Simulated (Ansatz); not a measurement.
# Co (P6_3/mmc) in Ansatz: notebook

Runs on Co. Level: PBEsol. Tasks: single point.

All numbers are computed with Ansatz 0.2.0; they aren't measurements. Logs are shortened: lines on timing, memory, paths and dates and some standing lists are left out, and cuts for length are marked.

## 1. Starting point

It takes space group P6_3/mmc (No. 194, hexagonal). Conventional cell: a = 2.471 Å, b = 2.471 Å, c = 8.088 Å, α = 90.00°, β = 90.00°, γ = 120.00°. Co (site symmetry -6m2) is surrounded by 12 Co at 2.47 Å. Co (site symmetry -3m) has 12 Co at 2.47 Å as nearest neighbours.

## 2. Single point, PBEsol, collinear spin, ferromagnetic start, 10.05 Å³/atom (volume scaled by 0.94)

input.yaml

```yaml
crystal:
  lattice:
    - [2.4201280013, 0.0, 0.0]
    - [-1.2100640007, 2.0958923296, 0.0]
    - [0.0, 0.0, 7.9231214745]
  atoms:
    - { symbol: Co, position: [0.6666666667, 0.3333333333, 0.75], spin: 2.0 }
    - { symbol: Co, position: [0.0, 0.0, 0.5], spin: 2.0 }
    - { symbol: Co, position: [0.3333333333, 0.6666666667, 0.25], spin: 2.0 }
    - { symbol: Co, position: [0.0, 0.0, 0.0], spin: 2.0 }
kpoints:
  mp_grid: { grid: [12, 12, 4] }
scf:
  occupations: { method: fermi_dirac, width: 0.05 }
hamiltonian:
  xc: pbesol
  pseudopotentials: { kind: all_electron, lapw: { basis_error: 0.001 } }
magnetization:
  spin_polarized: true
output:
  forces: true
  stress: true
  eigenvalues: true
```

Potentials or basis: all-electron LAPW, scalar-relativistic.

Run with:

```
$ ansatz run input.yaml --threads 4 --pin off --max-ram 12288MiB --backend cpu --events-out ev --progress --plain --runs-dir out
```

Log:

```text
Warning: RAYON_NUM_THREADS=4 ignored (pool sized by the plan → 4); use --threads N
LAPW: plane waves up to 9.294 Å⁻¹, error target 1.0e-3 eV per atom; small_component_spin mean_spin; Co in spheres of 1.210 Å, 17 of its electrons in bands, Dirac shells [] (how accurate: hamiltonian.pseudopotentials.lapw.basis_error, Limitations)
Engine: ansatz 0.2.0, x86_64-unknown-linux-gnu
Pseudopotentials: kind: all_electron
Pseudopotential: Co, LAPW, valence charge 17, lapw/all_electron/scalar/gaussian/Co, Koelling and Harmon's equation, gaussian nucleus
Functional definition: PBEsol
  exchange = pbesol_x
  correlation = pbesol_c
Crystal: 4 atoms, lattice volume = 40.189 Å³
Basis set: ecut = 329.10694756872687 eV, 563 PW (Γ), exchange–correlation at level 2
Bands: 46, of which v1, the nominal top of the filled ones, is band 34 counted from 1 (33 counted from 0)
Symmetry: 24 space group operations
Space group: P63/mmc (ITA 194), of the structure as read, at distance tolerance 3.4e-5 Å
Magnetic group: BNS 194.263 (UNI 1493), of the structure as read, at distance tolerance 3.4e-5 Å
k-points: 57 of 576
Non-local potential: Co, projectors of the file, none
Initial density: superposition of atomic densities (chi_scale 0.1, normalization cell)
Starting moments: Σ|m| = 8 μB on 4 of 4 sites
Initial wavefunctions: plane waves of lowest kinetic energy (no species holds an atomic orbital)
Functional: x = pbesol(κ = 0.804, μ = 0.12345679012345678), c = pbesol(β = 0.046)
iter 1 solved again at ethr=3.15e-5 eV; its pass at ethr=1.00e-1 eV (dr2=2.14e-2 eV) is discarded
SCF iter   1: F=—  HF=-151537.340535 eV  |F-HF|=—  |Δ(HF+E_count)|=         —  Δρ=2.14e-2 (↑2.14e-2 ↓2.13e-2)  dr2=2.17e-2  dr2_m=1.58e-1  M=6.359 μB ∫|m|=6.542 μB  β_m=0.30  ethr=3.15e-5  ⟨swp⟩=3.3  Hψ=40562  notcnv=0
Mixer restart at iter 1: flushing history
preconditioner: auto → none  [metal: Δε(μ)=0.004 eV  Ē_g=10.223 eV  σ=0.050 eV  W_gap=0.02  n_scr=6 (ndim 8)  ℏωp=35.1 eV  f_vac=0.000  D(μ)=4.25/eV (n_scr^D=64)  sad-step TF]
SCF iter   2: F=—  HF=-151537.489153 eV  |F-HF|=—  |Δ(HF+E_count)|=   1.49e-1  Δρ=1.55e-2 (↑1.51e-2 ↓1.55e-2)  dr2=1.26e-2  dr2_m=8.15e-2  M=6.325 μB ∫|m|=6.572 μB  β_m=0.45  ethr=3.15e-5  ⟨swp⟩=2.8  Hψ=15301  notcnv=0
SCF iter   3: F=—  HF=-151537.618069 eV  |F-HF|=—  |Δ(HF+E_count)|=   1.29e-1  Δρ=6.93e-3 (↑6.74e-3 ↓6.93e-3)  dr2=3.88e-3  dr2_m=1.53e-2  M=6.249 μB ∫|m|=6.612 μB  β_m=0.45  ethr=1.85e-5  ⟨swp⟩=3.0  Hψ=17033  notcnv=0
SCF iter   4: F=—  HF=-151537.657724 eV  |F-HF|=—  |Δ(HF+E_count)|=   3.97e-2  Δρ=1.61e-3 (↑1.04e-3 ↓1.61e-3)  dr2=1.69e-3  dr2_m=4.54e-4  M=6.224 μB ∫|m|=6.672 μB  β_m=0.58  ethr=5.70e-6  ⟨swp⟩=2.9  Hψ=15857  notcnv=0
SCF iter   5: F=—  HF=-151537.660371 eV  |F-HF|=—  |Δ(HF+E_count)|=         —  Δρ=1.91e-3 (↑7.17e-4 ↓1.91e-3)  dr2=4.81e-3  dr2_m=3.49e-4  M=6.228 μB ∫|m|=6.690 μB  β_m=0.58  ethr=2.49e-6  ⟨swp⟩=2.2  Hψ=14531  notcnv=0
the basis was enlarged: its passes take 1001.5 KiB over the memory plan, 4 of 4 planned eigensolver slots
iter 6 solved again at ethr=6.48e-8 eV; its pass at ethr=2.49e-6 eV (dr2=4.40e-5 eV) is discarded
SCF iter   6: F=—  HF=-151537.661612 eV  |F-HF|=—  |Δ(HF+E_count)|=   1.24e-3  Δρ=2.78e-4 (↑2.51e-4 ↓2.78e-4)  dr2=4.40e-5  dr2_m=1.89e-5  M=6.240 μB ∫|m|=6.731 μB  β_m=0.67  ethr=6.48e-8  ⟨swp⟩=2.0  Hψ=24887  notcnv=0
SCF iter   7: F=—  HF=-151537.661650 eV  |F-HF|=—  |Δ(HF+E_count)|=   3.75e-5  Δρ=5.63e-5 (↑4.96e-5 ↓5.63e-5)  dr2=3.55e-6  dr2_m=1.42e-7  M=6.238 μB ∫|m|=6.734 μB  β_m=0.73  ethr=6.47e-8  ⟨swp⟩=2.3  Hψ=14540  notcnv=0
SCF iter   8: F=—  HF=-151537.661650 eV  |F-HF|=—  |Δ(HF+E_count)|=   2.47e-7  Δρ=1.47e-5 (↑1.33e-5 ↓1.47e-5)  dr2=1.96e-7  dr2_m=4.19e-9  M=6.238 μB ∫|m|=6.733 μB  β_m=0.65  ethr=5.22e-9  ⟨swp⟩=2.0  Hψ=14490  notcnv=0
SCF iter   9: F=—  HF=-151537.661650 eV  |F-HF|=—  |Δ(HF+E_count)|=   4.05e-7  Δρ=6.46e-6 (↑2.29e-6 ↓6.46e-6)  dr2=5.39e-8  dr2_m=3.66e-9  M=6.238 μB ∫|m|=6.733 μB  β_m=0.79  ethr=2.88e-10  ⟨swp⟩=2.1  Hψ=14513  notcnv=0
SCF iter  10: F=—  HF=-151537.661650 eV  |F-HF|=—  |Δ(HF+E_count)|=   1.28e-8  Δρ=1.44e-6 (↑6.38e-7 ↓1.44e-6)  dr2=2.20e-9  dr2_m=2.99e-10  M=6.238 μB ∫|m|=6.733 μB  β_m=0.88  ethr=7.93e-11  ⟨swp⟩=2.0  Hψ=14489  notcnv=0
SCF iter  11: F=-151537.661650 eV  HF=-151537.661650 eV  |F-HF|=8.44e-10  |Δ(HF+E_count)|=  9.31e-10  Δρ=4.99e-7 (↑1.70e-7 ↓4.99e-7)  dr2=3.81e-10  dr2_m=1.71e-11  M=6.238 μB ∫|m|=6.733 μB  ethr=3.24e-12  ⟨swp⟩=2.0  Hψ=14489  notcnv=0
SCF 1 converged in 11 iterations: F = -151537.661650 eV  dr2 = 3.81e-10
SCF converged after 11 iterations
Magnetization: 6.2381 μB (37.1190 up, 30.8810 down)
Absolute magnetization: 6.7334 μB (∫|ρ↑−ρ↓|)
Spin contamination: 0.0805 ħ² per cell (⟨S²⟩ above its minimum at these occupations)
Per-site moments (μB) at R_I (Å): [(1.6133190207946217, 1.2100639826371522), (1.5919732407023552, 1.2100639826371522), (1.6133190207946217, 1.2100639826371522), (1.5919732407023552, 1.2100639826371522)]
Free energy (F): -151537.661650 eV
Harris-Foulkes:  -151537.661650 eV  (|F-HF|=8.44e-10)
Internal energy: -151537.627707 eV  (E = F + TS)
E sigma→0 (E₀):  -151537.644678 eV
Entropy (-TS):   -0.033943 eV (-8.486 meV/atom)
Fermi energy:    20.782476 eV
--- Per-component energies (eV) ---
  E_band       = -838.676650
  E_kinetic    = 153781.495964
  E_xc         = -6366.276986
  E_electrostatic = -298952.846685  (all electrons and nuclei)
  E_smearing   = -0.033943  (= −TS)
  E_closure    = 0.000000  (closes the sum)
  E_atoms      = -151501.757459  (free atoms, spherical and without spin; not in F)
  Σ components = -151537.661650   (vs F -151537.661650, Δ=0.00e0)
  Basis errors (estimates in eV, not in F): energy 2.3e-4 per atom: plane waves 1.9e-4 (9.7e-5 summed), levels above the bands 1.6e-109, relativity 5.2e-9, radial functions 3.9e-5, core shells 2.2e-9; eigenvalues (radial functions only) 8.5e-7; not estimated: angular momenta, meshes, grids; target (lapw.basis_error) 1.0e-3; muffin-tin radii Co 1.210 Å
--- Forces (eV/Å), atoms counted from 1 ---
  atom   1  Co     0.00000000    -0.00000000     0.00000000
  atom   2  Co     0.00000000    -0.00000000     0.00000000
  atom   3  Co    -0.00000000     0.00000000     0.00000000
  atom   4  Co     0.00000000     0.00000000     0.00000000
  max |Σ_I F_I| component: 1.39e-17 eV/Å
--- Stress (GPa, compression-positive) ---
       10.129617       0.000000       0.000000
        0.000000      10.129617       0.000000
        0.000000       0.000000       6.162892
  P = ⅓ Tr σ = 8.8074 GPa (88.074 kbar)
--- Band table (eV; the first three rows and the last of 114) ---
  k-point 0 ↑: bands = ["-75.0640", "-75.0400", "-75.0027", "-74.9785", "-38.6528", "-38.4755", "-38.4032", "-38.2646", "-38.2646", "-38.2429", "-38.2429", "-38.2255", "-38.2255", "-38.2224", "-38.2038", "-38.2038", "11.1872", "13.5043", "13.5253", "15.1460", "17.5649", "17.5989", "17.8940", "17.8940", "17.9372", "17.9372", "17.9526", "18.2101", "18.2101", "18.2913", "18.2913", "18.9995", "18.9995", "19.3614", "19.3614", "19.7053", "19.7053", "20.1448", "20.1448", "20.2988", "27.5545", "36.1611", "36.1732", "42.9651", "43.5273", "44.5568"]
  k-point 1 ↑: bands = ["-75.0614", "-75.0451", "-74.9976", "-74.9812", "-38.6372", "-38.5279", "-38.3502", "-38.2625", "-38.2625", "-38.2484", "-38.2484", "-38.2386", "-38.2201", "-38.2201", "-38.2059", "-38.2059", "11.3518", "12.5886", "14.3882", "15.1081", "17.6318", "17.8415", "17.9044", "17.9241", "17.9241", "17.9688", "17.9688", "18.1637", "18.1637", "18.2370", "18.2370", "19.0619", "19.0619", "19.3091", "19.3091", "19.7217", "19.7875", "19.7875", "20.0913", "20.0913", "28.4481", "33.2225", "39.2253", "43.0603", "43.4327", "44.2571"]
  k-point 2 ↑: bands = ["-75.0543", "-75.0543", "-74.9884", "-74.9884", "-38.5928", "-38.5928", "-38.2842", "-38.2842", "-38.2566", "-38.2566", "-38.2566", "-38.2566", "-38.2118", "-38.2118", "-38.2118", "-38.2118", "11.8334", "11.8334", "14.9189", "14.9189", "17.7784", "17.7784", "17.9893", "17.9893", "17.9893", "17.9893", "18.1393", "18.1393", "18.1393", "18.1393", "18.6313", "18.6313", "19.1914", "19.1914", "19.1914", "19.1914", "19.9516", "19.9516", "19.9516", "19.9516", "30.5546", "30.5546", "42.1566", "42.1566", "43.3120", "43.3120"]
  k-point 56 ↓: bands = ["-72.9963", "-72.9963", "-72.9886", "-72.9886", "-36.6415", "-36.6415", "-36.6137", "-36.6137", "-36.5644", "-36.5644", "-36.5446", "-36.5446", "-36.4094", "-36.4094", "-36.3961", "-36.3961", "17.5294", "17.5294", "17.7060", "17.7060", "17.7098", "17.7098", "17.7863", "17.7863", "18.8917", "18.8917", "18.9632", "18.9632", "20.4037", "20.4037", "21.0013", "21.0013", "21.7988", "21.7988", "21.9306", "21.9306", "26.8407", "26.8407", "27.4451", "27.4451", "28.1148", "28.1148", "31.0206", "31.0206", "32.9359", "32.9359"]
```

It took 31 s on 4 threads of AMD EPYC 7R43 (Zen 3), shared host; peak memory 0.99 GiB.

What came out:

| Quantity | Value |
| --- | --- |
| Free energy | -151537.6616 eV |
| Pressure | 8.8 GPa |
| Band gap on the k mesh | none (metal or under the smearing width) |
| Net moment | 6.24 μB per cell |
| Absolute moment | 6.73 μB per cell |
| Site moments | Co +1.61, +1.59 μB |

## 3. Single point, PBEsol, collinear spin, ferromagnetic start, 10.26 Å³/atom (volume scaled by 0.96)

input.yaml, as its differences from that of step 2:

```diff
@@ -2,5 +2,5 @@
   lattice:
-    - [2.4201280013, 0.0, 0.0]
-    - [-1.2100640007, 2.0958923296, 0.0]
-    - [0.0, 0.0, 7.9231214745]
+    - [2.4371717178, 0.0, 0.0]
+    - [-1.2185858589, 2.110652621, 0.0]
+    - [0.0, 0.0, 7.978919943]
   atoms:
```

Potentials or basis: all-electron LAPW, scalar-relativistic.

Run with:

```
$ ansatz run input.yaml --threads 4 --pin off --max-ram 12288MiB --backend cpu --events-out ev --progress --plain --runs-dir out
```

It took 32 s on 4 threads of AMD EPYC 7R43 (Zen 3), shared host; peak memory 0.98 GiB.

Results (log left out):

```
Free energy            : -151537.6938 eV
Pressure               : 3.4 GPa
Band gap on the k mesh : none (metal or under the smearing width)
Net moment             : 6.37 μB per cell
Absolute moment        : 6.88 μB per cell
Site moments           : Co +1.65, +1.63 μB
```

## 4. Single point, PBEsol, collinear spin, ferromagnetic start, 10.47 Å³/atom (volume scaled by 0.98)

input.yaml, as its differences from that of step 3:

```diff
@@ -2,5 +2,5 @@
   lattice:
-    - [2.4371717178, 0.0, 0.0]
-    - [-1.2185858589, 2.110652621, 0.0]
-    - [0.0, 0.0, 7.978919943]
+    - [2.4539803297, 0.0, 0.0]
+    - [-1.2269901649, 2.125209306, 0.0]
+    - [0.0, 0.0, 8.033948716]
   atoms:
```

Run with:

```
$ ansatz run input.yaml --threads 4 --pin off --max-ram 12288MiB --backend cpu --events-out ev --progress --plain --runs-dir out
```

It took 38 s on 4 threads of AMD EPYC 7R43 (Zen 3), shared host; peak memory 0.98 GiB.

Results (log left out):

| Property | Result |
| --- | --- |
| Free energy | -151537.6988 eV |
| Pressure | -1.4 GPa |
| Band gap on the k mesh | none (metal or under the smearing width) |
| Net moment | 6.50 μB per cell |
| Absolute moment | 7.02 μB per cell |
| Site moments | Co +1.68, +1.66 μB |

## 5. Single point, PBEsol, collinear spin, ferromagnetic start, 10.69 Å³/atom

input.yaml, as its differences from that of step 4:

```diff
@@ -2,5 +2,5 @@
   lattice:
-    - [2.4539803297, 0.0, 0.0]
-    - [-1.2269901649, 2.125209306, 0.0]
-    - [0.0, 0.0, 8.033948716]
+    - [2.4705617809, 0.0, 0.0]
+    - [-1.2352808905, 2.1395692639, 0.0]
+    - [0.0, 0.0, 8.0882338]
   atoms:
```

Run with:

```
$ ansatz run input.yaml --threads 4 --pin off --max-ram 12288MiB --backend cpu --events-out ev --progress --plain --runs-dir out
```

Run time: 36 s. Hardware: 4 threads of AMD EPYC 7R43 (Zen 3), shared host; peak memory 0.99 GiB.

The run converged. Its results:

```yaml
Free_energy: -151537.6794 eV
Pressure: -5.8 GPa
Band_gap_on_the_k_mesh: none (metal or under the smearing width)
Net_moment: 6.59 μB per cell
Absolute_moment: 7.13 μB per cell
Site_moments: Co +1.70, +1.69 μB
```

## 6. Single point, PBEsol, collinear spin, ferromagnetic start, 10.90 Å³/atom (volume scaled by 1.02)

input.yaml, as its differences from that of step 5:

```diff
@@ -2,5 +2,5 @@
   lattice:
-    - [2.4705617809, 0.0, 0.0]
-    - [-1.2352808905, 2.1395692639, 0.0]
-    - [0.0, 0.0, 8.0882338]
+    - [2.486923594, 0.0, 0.0]
+    - [-1.2434617971, 2.1537390097, 0.0]
+    - [0.0, 0.0, 8.1417998233]
   atoms:
```

Potentials or basis: all-electron LAPW, scalar-relativistic.

Run with:

```
$ ansatz run input.yaml --threads 4 --pin off --max-ram 12288MiB --backend cpu --events-out ev --progress --plain --runs-dir out
```

Wall time 35 s (4 threads of AMD EPYC 7R43 (Zen 3), shared host); peak memory 0.94 GiB.

It converged, with:

* Free energy: -151537.6377 eV
* Pressure: -9.8 GPa
* Band gap on the k mesh: none (metal or under the smearing width)
* Net moment: 6.66 μB per cell
* Absolute moment: 7.22 μB per cell
* Site moments: Co +1.72, +1.70 μB

## 7. Single point, PBEsol, collinear spin, ferromagnetic start, 11.12 Å³/atom (volume scaled by 1.04)

input.yaml, as its differences from that of step 6:

```diff
@@ -2,5 +2,5 @@
   lattice:
-    - [2.486923594, 0.0, 0.0]
-    - [-1.2434617971, 2.1537390097, 0.0]
-    - [0.0, 0.0, 8.1417998233]
+    - [2.503072901, 0.0, 0.0]
+    - [-1.2515364506, 2.1677247198, 0.0]
+    - [0.0, 0.0, 8.1946701348]
   atoms:
```

Run with:

```
$ ansatz run input.yaml --threads 4 --pin off --max-ram 12288MiB --backend cpu --events-out ev --progress --plain --runs-dir out
```

Wall time 41 s (4 threads of AMD EPYC 7R43 (Zen 3), shared host); peak memory 0.95 GiB.

The run converged. Its results:

- Free energy: -151537.5756 eV
- Pressure: -13.4 GPa
- Band gap on the k mesh: none (metal or under the smearing width)
- Net moment: 6.73 μB per cell
- Absolute moment: 7.30 μB per cell
- Site moments: Co +1.74, +1.72 μB

## 8. Single point, PBEsol, collinear spin, ferromagnetic start, 11.33 Å³/atom (volume scaled by 1.06)

input.yaml, as its differences from that of step 7:

```diff
@@ -2,5 +2,5 @@
   lattice:
-    - [2.503072901, 0.0, 0.0]
-    - [-1.2515364506, 2.1677247198, 0.0]
-    - [0.0, 0.0, 8.1946701348]
+    - [2.5190164704, 0.0, 0.0]
+    - [-1.2595082352, 2.1815322559, 0.0]
+    - [0.0, 0.0, 8.2468668932]
   atoms:
```

Run with:

```
$ ansatz run input.yaml --threads 4 --pin off --max-ram 12288MiB --backend cpu --events-out ev --progress --plain --runs-dir out
```

Run time: 38 s. Hardware: 4 threads of AMD EPYC 7R43 (Zen 3), shared host; peak memory 0.92 GiB.

The run converged. Its results:

```
Free energy            : -151537.4956 eV
Pressure               : -16.6 GPa
Band gap on the k mesh : none (metal or under the smearing width)
Net moment             : 6.78 μB per cell
Absolute moment        : 7.38 μB per cell
Site moments           : Co +1.75, +1.74 μB
```
